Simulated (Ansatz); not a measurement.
Sb$_{2}$Te$_{3}$ (Bi2Te3 type, space group R-3m)

```
CELL_PARAMETERS angstrom
      2.13805     1.23440     9.94161
     -2.13805     1.23440     9.94161
      0.00000    -2.46881     9.94161
ATOMIC_POSITIONS crystal
  Sb 0.39906 0.39906 0.39906
  Sb 0.60094 0.60094 0.60094
  Te 0.00000 0.00000 0.00000
  Te 0.21017 0.21017 0.21017
  Te 0.78983 0.78983 0.78983
```

Equation-of-state scan: isotropic scaling of the cell above, V₀ being its volume. The atoms relax within the cell's symmetry.

All values below come from PBE-D3(BJ) (plane waves to 420 eV, PAW, scalar-relativistic; Ansatz, an electronic-structure program). k mesh 9×9×9 (Γ-centred), Fermi-Dirac smearing 0.05 eV. Compression counts positive. Sb2Te3 was relaxed with its symmetry unable to fall. Spin-orbit coupling is left out, though Sb and Te are heavy.

At one point of the scan the stress tensor (GPa) is:

```
    2.5      0.0      0.0
    0.0      2.5      0.0
    0.0      0.0      2.4
```

Q: Which point is it?
A. V/V₀ = 0.983
B. V/V₀ = 0.967
C. V/V₀ = 0.950
D. V/V₀ = 0.900

A: C, V/V₀ = 0.950

(A scan under strain: stresses follow from slopes of the energy per volume, elastic moduli from its curvatures.)
